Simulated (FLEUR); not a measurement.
# NaCl (Pm-3m) in FLEUR: a series of runs

The runs below take NaCl through single point, with PBE.

Everything below comes from runs of FLEUR MaX-R8.1 (later development tree). Logs are shortened: lines on timing, memory, paths and dates and some standing lists are left out, and cuts for length are marked.

### Step 1. The structure

The structure is cubic, space group Pm-3m (No. 221). Conventional cell: a = 3.502 Å, b = 3.502 Å, c = 3.502 Å, α = 90.00°, β = 90.00°, γ = 90.00°. Cl (site symmetry m-3m) is surrounded by 8 Na at 3.03 Å. Around Na (site symmetry m-3m) lie 8 Cl at 3.03 Å.

Measurements of this composition are mostly on another form, of space group No. 225.

### Step 2. Single point, PBE

Contents of inp.xml:

```xml
<?xml version="1.0" encoding="UTF-8" standalone="no"?>
<fleurInput fleurInputVersion="0.39">
   <comment>
      NaCl                                                                                                
   </comment>
   <calculationSetup>
      <cutoffs Kmax="4.1" Gmax="12.7" GmaxXC="12.7" numbands="0"/>
      <scfLoop itmax="60" minDistance="0.00001" maxIterBroyd="15" imix="Anderson" alpha="0.05" precondParam="0.0" spinf="2.0" sdNocoIR="T"/>
      <coreElectrons ctail="T" frcor="F" kcrel="0" coretail_lmax="0"/>
      <xcFunctional name="pbe" relativisticCorrections="F"/>
      <magnetism jspins="1"/>
      <soc l_soc="F" theta="0.0" phi="0.0" spav="F"/>
      <expertModes spex="0" secvar="F"/>
      <geometryOptimization l_f="T" forcealpha="1.0" forcemix="BFGS" epsdisp="0.0005" epsforce="0.0002"/>
      <ldaU l_linMix="F" mixParam="0.05" spinf="1.0"/>
   </calculationSetup>
   <cell>
      <bzIntegration valenceElectrons="16.0" mode="hist" fermiSmearingEnergy="0.00183747">
         <kPointListSelection listName="default-1"/>
         <!-- k-points included here -->
         <xi:include xmlns:xi="http://www.w3.org/2001/XInclude" href="kpts.xml"> </xi:include>
      </bzIntegration>
      <!-- symmetry operations included here -->
      <xi:include xmlns:xi="http://www.w3.org/2001/XInclude" href="sym.xml"> </xi:include>
      <bulkLattice scale="1.0">
         <bravaisMatrix>
            <row-1>    6.6181799363128739     0.0000000000000000     0.0000000000000000</row-1>
            <row-2>    0.0000000000000000     6.6181799363128739     0.0000000000000000</row-2>
            <row-3>    0.0000000000000000     0.0000000000000000     6.6181799363128739</row-3>
         </bravaisMatrix>
      </bulkLattice>
   </cell>
   <atomSpecies>
      <species name="Chlorine (Cl)" element="Cl" atomicNumber="17">
         <mtSphere radius="2.57" gridPoints="877" logIncrement="0.014"/>
         <atomicCutoffs lmax="11" lnonsphr="8"/>
         <electronConfig flipSpins="F">
            <coreConfig>(1s1/2) (2s1/2) (2p1/2) (2p3/2)</coreConfig>
            <valenceConfig>(3s1/2) (3p1/2) (3p3/2)</valenceConfig>
            <stateOccupation state="(3p1/2)" spinUp="0.833333" spinDown="0.833333"/>
            <stateOccupation state="(3p3/2)" spinUp="1.666667" spinDown="1.666667"/>
         </electronConfig>
         <energyParameters s="3" p="3" d="3" f="4"/>
         <lo type="SCLO" l="0" n="3" eDeriv="2"/>
         <lo type="SCLO" l="1" n="3" eDeriv="2"/>
         <lo type="SCLO" l="2" n="3" eDeriv="2"/>
         <lo type="SCLO" l="3" n="4" eDeriv="2"/>
      </species>
      <species name="Sodium (Na)" element="Na" atomicNumber="11">
         <mtSphere radius="2.57" gridPoints="877" logIncrement="0.013"/>
         <atomicCutoffs lmax="11" lnonsphr="8"/>
         <electronConfig flipSpins="F">
            <coreConfig>(1s1/2)</coreConfig>
            <valenceConfig>(2s1/2) (2p1/2) (2p3/2) (3s1/2)</valenceConfig>
            <stateOccupation state="(3s1/2)" spinUp="0.500000" spinDown="0.500000"/>
         </electronConfig>
         <energyParameters s="3" p="2" d="3" f="4"/>
         <lo type="SCLO" l="0" n="2" eDeriv="0"/>
         <lo type="HELO" l="1" n="3" eDeriv="0"/>
         <lo type="HELO" l="1" n="3" eDeriv="1"/>
         <lo type="SCLO" l="2" n="3" eDeriv="2"/>
         <lo type="SCLO" l="3" n="4" eDeriv="2"/>
      </species>
   </atomSpecies>
   <atomGroups>
      <atomGroup species="Chlorine (Cl)">
         <relPos label="                   1">1.000/2.000 1.000/2.000 1.000/2.000</relPos>
         <force calculate="T" relaxXYZ="TTT"/>
      </atomGroup>
      <atomGroup species="Sodium (Na)">
         <relPos label="                   2">.0000000000 .0000000000 .0000000000</relPos>
         <force calculate="T" relaxXYZ="TTT"/>
      </atomGroup>
   </atomGroups>
   <output dos="F" band="F" slice="F">
      <checks vchk="F" cdinf="F"/>
      <bandDOS minEnergy="-.5*Htr" maxEnergy="0.5*Htr" sigma="0.015" storeEVData="T"/>
      <vacuumDOS vacdos="F" integ="F" star="F" nstars="0" locx1="0.0" locy1="0.0" locx2="0.0" locy2="0.0" nstm="0" tworkf="0.0"/>
      <unfoldingBand unfoldBand="F" supercellX="1" supercellY="1" supercellZ="1"/>
      <plotting iplot="0" polar="F">
         <plot TwoD="T" vec1="  1.0  0.0  0.0" vec2="  0.0  1.0  0.0" vec3="  0.0  0.0  1.0" zero="  0.0  0.0  0.0" file="plot"/>
      </plotting>
      <chargeDensitySlicing numkpt="0" minEigenval="0.0" maxEigenval="0.0" nnne="0" pallst="F"/>
      <specialOutput eonly="F"/>
      <moessbauerParams electricFieldGradient="T" isomerShift="T" coreHyperfine="T" valenceHyperfine="T"/>
      <magneticCircularDichroism mcd="F" energyLo="-10.0" energyUp="0.0"/>
   </output>
  <!-- We include the file relax.xml here to enable relaxations (see documentation) -->
  <xi:include xmlns:xi="http://www.w3.org/2001/XInclude" href="relax.xml"> <xi:fallback/> </xi:include>
</fleurInput>
```

Contents of crystal.txt:

```
NaCl
&input cartesian=F /
3.5021900000  0.0000000000  0.0000000000
0.0000000000  3.5021900000  0.0000000000
0.0000000000  0.0000000000  3.5021900000
1.8897261246
1.0 1.0 1.0

2
17 0.5000000000  0.5000000000  0.5000000000
11 0.0000000000  0.0000000000  0.0000000000

&kpt div1=8 div2=8 div3=8 gamma=T /
```

Potentials or basis: all-electron, FLAPW.

Run with:

```sh
$ inpgen -f crystal.txt -profile fastHighL
$ # inp.xml edited to the form shown
$ fleur_MPI
```

The program printed:

```text
Welcome to FLEUR        (www.flapw.de)
      MaX-Release 8.1          (www.max-centre.eu)

 ========== k-point set info ==========
 Selected k-point list: default-1
 k-point list type: mesh
 8 x 8 x 8
 Number of k points: 35

 ------------Calculation Setup---------------------------
 Number of MPI-tasks      :            1
 Number of PE/node        :            1
 Number of OMP-threads    :            1
 Most efficient MPI parallelization for:
           1           5           7          35
 Additional eigenvalue parallelization possible
 Number of basis functions:          426
 Approximate size of matrices (H+S) per k-point:         0.003 GB
 --------------------------------------------------------
 Iteration:     1   Distance:       5.03652091 me/bohr^3
 Iteration:     2   Distance:       4.48242864 me/bohr^3
 Iteration:     3   Distance:       1.78267552 me/bohr^3
 Iteration:     4   Distance:       0.78043819 me/bohr^3
 Iteration:     5   Distance:       0.38103841 me/bohr^3
 Iteration:     6   Distance:       0.21632740 me/bohr^3
 Iteration:     7   Distance:       0.04425971 me/bohr^3
 Iteration:     8   Distance:       0.03042683 me/bohr^3
 Iteration:     9   Distance:       0.02806152 me/bohr^3
 Iteration:    10   Distance:       0.00140023 me/bohr^3
 Iteration:    11   Distance:       0.00059808 me/bohr^3
 Iteration:    12   Distance:       0.00008864 me/bohr^3
 Iteration:    13   Distance:       0.00000746 me/bohr^3

 ********************************************************************
 Run finished successfully
 Stop message:
   Structural relaxation: Done
 ********************************************************************
```

out.xml (last iteration):

```text
<iteration numberForCurrentRun="   14" overallNumber="   14">
         <energyParameters units="Htr">
            <atomicEP atomType="1" spin="1" branch="3s" branchLowest="-8.95" branchHighest="-0.27" value="-0.4563524099"/>
            <atomicEP atomType="1" spin="1" branch="3p" branchLowest="-6.70" branchHighest="0.28" value="-0.0321002839"/>
            <atomicEP atomType="1" spin="1" branch="3d" branchLowest="-9.99" branchHighest="1.09" value="0.3711313910"/>
            <atomicEP atomType="1" spin="1" branch="4f" branchLowest="-9.99" branchHighest="2.81" value="0.5590202108"/>
            <loAtomicEP atomType="1" spin="1" branch="3s" branchLowest="-8.95" branchHighest="-0.27" value="-0.4563524099"/>
            <loAtomicEP atomType="1" spin="1" branch="3p" branchLowest="-6.70" branchHighest="0.28" value="-0.0334064195"/>
            <loAtomicEP atomType="1" spin="1" branch="3d" branchLowest="-9.99" branchHighest="1.09" value="0.3711218158"/>
            <loAtomicEP atomType="1" spin="1" branch="4f" branchLowest="-9.99" branchHighest="2.81" value="0.5590230382"/>
            <atomicEP atomType="2" spin="1" branch="3s" branchLowest="-1.82" branchHighest="1.37" value="0.2120574035"/>
            <atomicEP atomType="2" spin="1" branch="2p" branchLowest="-9.99" branchHighest="-0.78" value="-0.7909255349"/>
            <atomicEP atomType="2" spin="1" branch="3d" branchLowest="-9.99" branchHighest="1.82" value="0.4794543982"/>
            <atomicEP atomType="2" spin="1" branch="4f" branchLowest="-9.99" branchHighest="3.22" value="0.6456836813"/>
            <loAtomicEP atomType="2" spin="1" branch="2s" branchLowest="-37.73" branchHighest="-1.82" value="-1.8254076053"/>
            <heloAtomicEP atomType="2" spin="1" branch="3p" branchLowest="1.13" branchHighest="1.13" value="1.1328825703"/>
            <heloAtomicEP atomType="2" spin="1" branch="3p" branchLowest="1.13" branchHighest="1.13" value="1.1328825703"/>
            <loAtomicEP atomType="2" spin="1" branch="3d" branchLowest="-9.99" branchHighest="1.82" value="0.4794543146"/>
            <loAtomicEP atomType="2" spin="1" branch="4f" branchLowest="-9.99" branchHighest="3.22" value="0.6456858677"/>
         </energyParameters>
         <eigenvalues>
            <eigenvaluesAt spin="1" ikpt="1" k_x="0.00000000" k_y="0.00000000" k_z="0.00000000">
                      -1.8255128888       -0.7928069464       -0.7928069464       -0.7928069464       -0.4729259616
                       0.0005640623        0.0005640623        0.0005640623        0.1648095745        0.3318848360
                       0.3318848360        0.5897389749        0.5897389749
            </eigenvaluesAt>
            <eigenvaluesAt spin="1" ikpt="2" k_x="0.00000000" k_y="0.00000000" k_z="0.12500000">
                      -1.8255046845       -0.7930259597       -0.7927873394       -0.7927873394       -0.4711388217
                      -0.0174484482        0.0017694094        0.0017694094        0.1812442806        0.3380728018
                       0.3440606995        0.5393372053        0.5393372053
            </eigenvaluesAt>
            <eigenvaluesAt spin="1" ikpt="3" k_x="0.00000000" k_y="0.00000000" k_z="0.25000000">
                      -1.8254849089       -0.7935530158       -0.7927400366       -0.7927400366       -0.4666670350
                      -0.0516391073        0.0047571394        0.0047571394        0.2145592489        0.3560638250
                       0.3620741923        0.4922585202        0.4922585202
            </eigenvaluesAt>
            <eigenvaluesAt spin="1" ikpt="4" k_x="0.00000000" k_y="0.00000000" k_z="0.37500000">
                      -1.8254651248       -0.7940776904       -0.7926926919       -0.7926926919       -0.4619472162
                      -0.0791466857        0.0078633316        0.0078633316        0.2504245571        0.3515256618
                       0.3826383223        0.4605318106        0.4605318106
            </eigenvaluesAt>
         </eigenvalues>
         <bandgap value="3.9786741151" units="eV"/>
         <sumValenceSingleParticleEnergies value="-9.5118877962" units="Htr"/>
         <FermiEnergy value="0.0185959976" units="Htr"/>
         <valenceDensity>
            <mtCharges spin="1">
               <mtCharge atomType="1" total="6.5293903" s="1.8584387" p="4.6581910" d="0.0109499" f="0.0015146"/>
               <mtCharge atomType="2" total="8.1513829" s="2.0636792" p="6.0447616" d="0.0332537" f="0.0076606"/>
            </mtCharges>
            <spinDependentCharge spin="1" total="16.0000000" interstitial="1.3192268" mtSpheres="14.6807732"/>
            <totalCharge value="16.0000000000"/>
         </valenceDensity>
         <coreStates atomType="     1" atomicNumber=" 17" spin="1" kinEnergy="    444.7199744723" eigValSum="   -259.6008827061" lostElectrons=" 0.000001">
            <state n="1" l="0" j="0.5" energy="-100.7534901252" weight="1.0000000000"/>
            <state n="2" l="0" j="0.5" energy="-8.9453338357" weight="1.0000000000"/>
            <state n="2" l="1" j="0.5" energy="-6.7420933525" weight="1.0000000000"/>
            <state n="2" l="1" j="1.5" energy="-6.6797620199" weight="2.0000000000"/>
         </coreStates>
         <coreStates atomType="     2" atomicNumber=" 11" spin="1" kinEnergy="    112.8216108711" eigValSum="    -75.4511538766" lostElectrons=" 0.000000">
            <state n="1" l="0" j="0.5" energy="-37.7255769383" weight="1.0000000000"/>
         </coreStates>
         <allElectronCharges>
            <spinDependentCharge spin="1" total="28.0000000" interstitial="1.3192278" mtSpheres="26.6807722"/>
            <totalCharge value="27.9999999977"/>
         </allElectronCharges>
         <moessbauerParams unitsHFF="kG" unitsIS="e/bohr^3" unitsEFG="Htr/bohr^2">
            <coreIsomerShift atomType="1" isTotal="3574.05104">
               <shell n="1" l="0" isomerShift="3313.23120"/>
               <shell n="2" l="0" isomerShift="260.29558"/>
               <shell n="2" l="1" isomerShift="0.52427"/>
            </coreIsomerShift>
            <coreIsomerShift atomType="2" isTotal="827.86393">
               <shell n="1" l="0" isomerShift="827.86393"/>
            </coreIsomerShift>
            <isomerShift atomType="1" nucleusRadius="0.0000776" averageDensity="3599.93425"/>
            <isomerShift atomType="2" nucleusRadius="0.0000672" averageDensity="878.18907"/>
            <electricFieldGradient atomType="1" VXX="0.00000" VYY="0.00000" VZZ="0.00000" asymParam="0.00000">
            </electricFieldGradient>
            <electricFieldGradient atomType="2" VXX="0.00000" VYY="0.00000" VZZ="0.00000" asymParam="0.00000">
            </electricFieldGradient>
         </moessbauerParams>
         <totalEnergy                                    value="     -624.0582916047" units="Htr">
            <sumOfEigenvalues                            value="     -344.5639243789">
               <coreElectrons value="-335.0520365828"/>
               <valenceElectrons value="-9.5118877962"/>
            </sumOfEigenvalues>
            <densityCoulombPotentialIntegral value="-916.0415669164"/>
            <densityEffectivePotentialIntegral value="-971.0945116786"/>
            <chargeDenXCDenIntegral value="-42.6222379906"/>
            <FockExchangeEnergyValence value="0.0000000000"/>
            <FockExchangeEnergyCore value="0.0000000000"/>
            <atomTypeDependentContributions atomType="1">
               <electronNucleiInteractionDifferentMTs value="550.0313605477"/>
               <MadelungTerm value="-3.2360501500"/>
            </atomTypeDependentContributions>
            <atomTypeDependentContributions atomType="2">
               <electronNucleiInteractionDifferentMTs value="194.1079310999"/>
               <MadelungTerm value="-2.5705156579"/>
            </atomTypeDependentContributions>
            <tkbTimesEntropy value="0.0000000000"/>
            <freeEnergy value="-624.0582916047"/>
            <extrapolationTo0K value="-624.0582916047"/>
         </totalEnergy>
         <totalForcesOnRepresentativeAtoms units="Htr/bohr">
            <forceTotal atomType="1" x="3.309090" y="3.309090" z="3.309090" F_x="0.00000000" F_y="0.00000000" F_z="0.00000000"/>
            <forceTotal atomType="2" x="0.000000" y="0.000000" z="0.000000" F_x="0.00000000" F_y="0.00000000" F_z="0.00000000"/>
         </totalForcesOnRepresentativeAtoms>
      </iteration>
```

Run time: 44 s. Hardware: 1 thread of Arm Neoverse V2, shared host; peak memory 0.07 GiB.

Results:

```
Free energy                                           : -16981.4912 eV
Band gap on the k mesh                                : 3.98 eV, indirect (least direct gap 4.47 eV)
Valence electrons inside the program's atomic spheres : Cl 6.53; Na 8.15 (radii Cl 2.57, Na 2.57 bohr)
```

Levels at points of the mesh, in eV from the valence-band top:
```
           k point  band 6  band 7  band 8  band 9  band 10  band 11
(0.00, 0.00, 0.00)   -0.49   -0.49   -0.49    3.98     8.53     8.53
(0.00, 0.00, 0.50)   -2.94   -0.26   -0.26    6.91     8.57    10.40
(0.00, 0.50, 0.50)   -2.26   -2.26    0.00    5.53     9.83    11.03
(0.50, 0.50, 0.50)   -1.84   -1.84   -1.84    7.09     7.09     7.09
```

Core levels (eV from the Fermi level):
```
atom                                                   levels
1 Cl  1s1/2 -2742.1, 2s1/2 -243.9, 2p1/2 -184.0, 2p3/2 -182.3
2 Na                                            1s1/2 -1027.1
```

### Step 3. Single point, PBE (atoms moved at random, drawn with an rms of 0.05 Å)

Changes to inp.xml since step 2:

```diff
@@ -34,4 +34,4 @@
       <species name="Chlorine (Cl)" element="Cl" atomicNumber="17">
-         <mtSphere radius="2.57" gridPoints="877" logIncrement="0.014"/>
-         <atomicCutoffs lmax="11" lnonsphr="8"/>
+         <mtSphere radius="2.57" gridPoints="867" logIncrement="0.014"/>
+         <atomicCutoffs lmax="10" lnonsphr="8"/>
          <electronConfig flipSpins="F">
@@ -49,4 +49,4 @@
       <species name="Sodium (Na)" element="Na" atomicNumber="11">
-         <mtSphere radius="2.57" gridPoints="877" logIncrement="0.013"/>
-         <atomicCutoffs lmax="11" lnonsphr="8"/>
+         <mtSphere radius="2.57" gridPoints="867" logIncrement="0.013"/>
+         <atomicCutoffs lmax="10" lnonsphr="8"/>
          <electronConfig flipSpins="F">
@@ -66,3 +66,3 @@
       <atomGroup species="Chlorine (Cl)">
-         <relPos label="                   1">1.000/2.000 1.000/2.000 1.000/2.000</relPos>
+         <relPos label="                   1">.4982630000 .4963960000 -.4980580000</relPos>
          <force calculate="T" relaxXYZ="TTT"/>
@@ -70,3 +70,3 @@
       <atomGroup species="Sodium (Na)">
-         <relPos label="                   2">.0000000000 .0000000000 .0000000000</relPos>
+         <relPos label="                   2">-.0092900000 .0014830000 -.0073130000</relPos>
          <force calculate="T" relaxXYZ="TTT"/>
```

Changes to crystal.txt since step 2:

```diff
@@ -9,4 +9,4 @@
 2
-17 0.5000000000  0.5000000000  0.5000000000
-11 0.0000000000  0.0000000000  0.0000000000
+17 0.4982630000  0.4963960000  0.5019420000
+11 -0.0092900000  0.0014830000  -0.0073130000
```

Potentials or basis: all-electron, FLAPW.

Run with:

```sh
$ inpgen -f crystal.txt -profile fastHighL
$ # inp.xml edited to the form shown
$ fleur_MPI
```

The program printed:

```text
Welcome to FLEUR        (www.flapw.de)
      MaX-Release 8.1          (www.max-centre.eu)

 ========== k-point set info ==========
 Selected k-point list: default-1
 k-point list type: mesh
 8 x 8 x 8
 Number of k points: 260

 ------------Calculation Setup---------------------------
 Number of MPI-tasks      :            1
 Number of PE/node        :            1
 Number of OMP-threads    :            1
 Most efficient MPI parallelization for:
           1           2           4           5          10          13          20          26          52          65         130         260
 Additional eigenvalue parallelization possible
 Number of basis functions:          426
 Approximate size of matrices (H+S) per k-point:         0.005 GB
 --------------------------------------------------------
 Iteration:     1   Distance:       5.04302869 me/bohr^3
 Iteration:     2   Distance:       4.48823145 me/bohr^3
 Iteration:     3   Distance:       1.78134489 me/bohr^3
 Iteration:     4   Distance:       0.77816182 me/bohr^3
 Iteration:     5   Distance:       0.38083054 me/bohr^3
 Iteration:     6   Distance:       0.21840041 me/bohr^3
 Iteration:     7   Distance:       0.04456106 me/bohr^3
 Iteration:     8   Distance:       0.02975755 me/bohr^3
 Iteration:     9   Distance:       0.02730550 me/bohr^3
 Iteration:    10   Distance:       0.00128330 me/bohr^3
 Iteration:    11   Distance:       0.00064086 me/bohr^3
 Iteration:    12   Distance:       0.00015243 me/bohr^3
 Iteration:    13   Distance:       0.00003406 me/bohr^3
 Iteration:    14   Distance:       0.00001578 me/bohr^3
 Iteration:    15   Distance:       0.00000412 me/bohr^3
 Reset of history

 ********************************************************************
 Run finished successfully
 Stop message:
   Structural relaxation: new displacements generated
 ********************************************************************
```

Wall time 14 min (1 thread of Arm Neoverse V2, shared host); peak memory 0.23 GiB.

What came out:

* Free energy: -16981.4909 eV
* Largest force: 0.016 eV/Å
* Band gap on the k mesh: 3.98 eV, indirect (least direct gap 4.47 eV)
* Valence electrons inside the program's atomic spheres: Cl 6.53; Na 8.15 (radii Cl 2.57, Na 2.57 bohr)

Forces on the atoms (eV/Å):
```
Cl  -0.010  0.006 -0.011
Na   0.009 -0.006  0.011
```

Core levels (eV from the Fermi level):
```csv
atom,levels
1 Cl,"1s1/2 -2742.1, 2s1/2 -243.9, 2p1/2 -184.0, 2p3/2 -182.3"
2 Na,1s1/2 -1027.1
```
